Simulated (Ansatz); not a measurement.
SiC (Moissanite 6H):

```xyz
12
Lattice="3.0950 0.0000 0.0000 -1.5475 2.6803 0.0000 0.0000 0.0000 15.1700" Properties=species:S:1:pos:R:3 pbc="T T T"
Si    1.5475    0.8934    6.9524
Si    0.0000    1.7869   14.5374
Si    1.5475    0.8934   12.0101
Si    0.0000    1.7869    4.4251
Si    0.0000    0.0000    9.4812
Si    0.0000    0.0000    1.8962
C     1.5475    0.8934    5.0562
C     0.0000    1.7869   12.6412
C     1.5475    0.8934   10.1138
C     0.0000    1.7869    2.5288
C     0.0000    0.0000    7.5850
C     0.0000    0.0000    0.0000
```

Base run:

* Program: Ansatz 0.2.0
* Functional: r2SCAN
* Potentials or basis: Ansatz PAW
* Cutoff: 500 eV (not typed: the program's choice for these potentials)
* k mesh: 10 × 10 × 2
* Occupations: fermi-dirac, width 0.05 eV
* Spin: no spin polarisation

Its results: band gap on the k mesh 2.38 eV, indirect (least direct gap 3.53 eV); pressure -3.3 GPa; largest force 0.150 eV/Å.

Problem. The run is repeated on the same cell with these changes: functional from r2SCAN to revPBE; cutoff from 500 eV (not typed: the program's choice for these potentials) to 420 eV (not typed: the program's choice for these potentials). What comes out?

Solution. Band gap on the k mesh 2.03 eV, indirect (least direct gap 3.13 eV); pressure 2.6 GPa; largest force 0.141 eV/Å.

r2SCAN gives the wider gap, since meta-GGAs in the generalised Kohn-Sham scheme recover part of the derivative discontinuity.

Caveats: the PAW data sets come from PBE, with cores solved anew for the run's functional, which leaves a small shift of forces and pressure.
